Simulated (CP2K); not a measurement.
Crystal: KBr.

```
Br K
1.0
     4.66690    0.00000    0.00000
     2.33345    4.04166    0.00000
     2.33345    1.34722    3.81051
Br K
1 1
Direct
  0.50000 0.50000 0.50000
  0.00000 0.00000 0.00000
```

Base run:

```yaml
Program: CP2K 2026.2
Functional: PBE
Potentials_or_basis: POTENTIAL_UZH Br GTH-PBE-q7, K GTH-PBE-q9; TZVP-MOLOPT-PBE-GTH basis
Density_cutoff: 6123 eV
k_mesh: 7 × 7 × 7
Occupations: fermi-dirac, width 0.0259 eV
Spin: no spin polarisation
```

Its results: band gap on the k mesh 4.38 eV, direct; pressure 0.8 GPa.

**Question.** The run is repeated on the same cell with these changes: functional from PBE to PBEsol; occupations from fermi-dirac, width 0.0259 eV to fermi-dirac, width 0.05 eV. What comes out?

**Answer.** Band gap on the k mesh 4.18 eV, direct; pressure -0.2 GPa.

Caveats: the basis of atomic orbitals isn't converged, which shifts pressures, moduli and gaps; the potentials were made for another functional, which shifts forces and pressure (some runs).

Not every run made on this cell is shown here.
